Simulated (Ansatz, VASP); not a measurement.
## One calculation of Sb, two programs

```
CELL_PARAMETERS angstrom
3.39684 0.00000 0.00000
-1.69842 2.94175 0.00000
0.00000 0.00000 5.37405
ATOMIC_POSITIONS crystal
Sb 0.33333 0.66667 0.25000
Sb 0.66667 0.33333 0.75000
```

Change from the starting cell: volume scaled by 1.025.

Alike in both runs: task single point; functional PBE; k mesh 12 × 12 × 7; occupations fermi-dirac, width 0.03 eV; no spin polarisation.

```csv
,VASP,Ansatz
version,VASP 6.6.1,Ansatz 0.2.0
potentials or method,"VASP PAW PBE potentials, release 64 (Sb), cutoff 520 eV","all-electron LAPW, scalar-relativistic"
```

Ansatz gave:

- pressure (GPa): 1.3
- largest component of the traceless stress (GPa): 0.88

Question: Estimate VASP's values.

Answer: Pressure (GPa): 1.2; largest component of the traceless stress (GPa): 0.88.

Ansatz ran all-electron here, so the differences hold the error of VASP's frozen core and of both bases.

Spin-orbit coupling is left out, which matters for the levels of Sb.
